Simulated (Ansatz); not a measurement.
The system is SiO2.

```xyz
12
Lattice="0.0000 4.7163 7.3628 2.3596 0.0000 7.3628 2.3596 4.7163 0.0000" Properties=species:S:1:pos:R:3 pbc="T T T"
Si    3.5394    7.0744   13.7944
Si    2.3596    4.7163   10.1131
Si    2.3596    4.7163    4.6125
Si    3.5394    7.0744    8.2939
O     1.1798    0.5984    3.6814
O     1.1798    4.1179    3.6814
O     2.3596    7.6728    7.3628
O     2.3596    1.7597    7.3628
O     2.9495    3.5372    5.5221
O     2.9495    5.8953    9.2035
O     1.7697    3.5372    9.2035
O     1.7697    5.8953    5.5221
```

The cell comes from a database or a generator and needn't be the stable form of this composition.

Base run:

- Program: Ansatz 0.2.0
- Functional: LDA
- Potentials or basis: Ansatz PAW
- Cutoff: 420 eV (not typed: the program's choice for these potentials)
- k mesh: 7 × 7 × 7
- Occupations: fermi-dirac, width 0.05 eV
- Spin: no spin polarisation

Its results: band gap on the k mesh 5.53 eV, direct; pressure -1.7 GPa; largest force 0.074 eV/Å.

Task: The run is repeated on the same cell with these changes: functional from LDA to PBE; cutoff from 420 eV (not typed: the program's choice for these potentials) to 300 eV. What comes out?

Result: Band gap on the k mesh 5.73 eV, direct; pressure 4.8 GPa; largest force 0.368 eV/Å.

PBE binds less tightly than LDA, so the same cell stands under more pressure.

Caveats: odd divisions of the mesh miss points on the zone boundary, where band edges often lie, so the gap on the mesh can be too wide; the PAW data sets come from PBE, with cores solved anew for the run's functional, which leaves a small shift of forces and pressure (some runs); the pressure holds a Pulay correction of +21.4 GPa for the finite cutoff (some runs); the cutoff lies under the one recommended for these potentials (some runs).

A k mesh can miss the band edges.
